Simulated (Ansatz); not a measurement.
## Group exchange: CHF3 + C2H8O3Si2 → SiH3(CF3) + C2H6O3Si

Species: CHF3 (trifluoromethane) `FC(F)F`, singlet; C2H8O3Si2 `C=C[Si](O)(O)O[SiH3]`, singlet; SiH3(CF3), singlet; C2H6O3Si `C=C[Si](O)(O)O`, singlet. The partners trade H for SiH3: C–H and O–SiH3 bonds give way to C–SiH3 and O–H.

Shapes, held fixed at every level: PBE0-D4/def2-TZVP. Flexible molecules stand in one conformer, not always the lowest. Programs: Ansatz 0.2.0. Electronic energies: no zero-point or thermal term.

```
               level                    kind  ΔE (kJ/mol)  less CCSD(T)/CBS estimate
       HF/def2-TZVPP            Hartree–Fock       +163.3                      +24.9
   PBE-D4/def2-TZVPP                     GGA       +118.6                      -19.8
  PBE0-D4/def2-TZVPP           global hybrid       +131.1                       -7.3
  wB97M-V/def2-TZVPP  range-separated hybrid       +132.9                       -5.5
  wB97X-V/def2-TZVPP  range-separated hybrid       +133.5                       -4.9
   B2PLYP/def2-TZVPP           double hybrid       +138.9                       +0.5
      MP2/def2-TZVPP     perturbation theory       +146.4                       +8.0
CCSD(T)/CBS estimate   coupled cluster or CI       +138.4                        0.0
```

The highest level, CCSD(T)/CBS estimate, gives ΔE = +138.4 kJ/mol; the levels span +118.6 to +163.3. The column of differences is taken from that level and isn't an error. No measured value is set beside it here. The CBS estimate extrapolates MP2 from def2-TZVPP and def2-QZVPP and adds CCSD(T) − MP2 in the triple-zeta set, cores frozen.
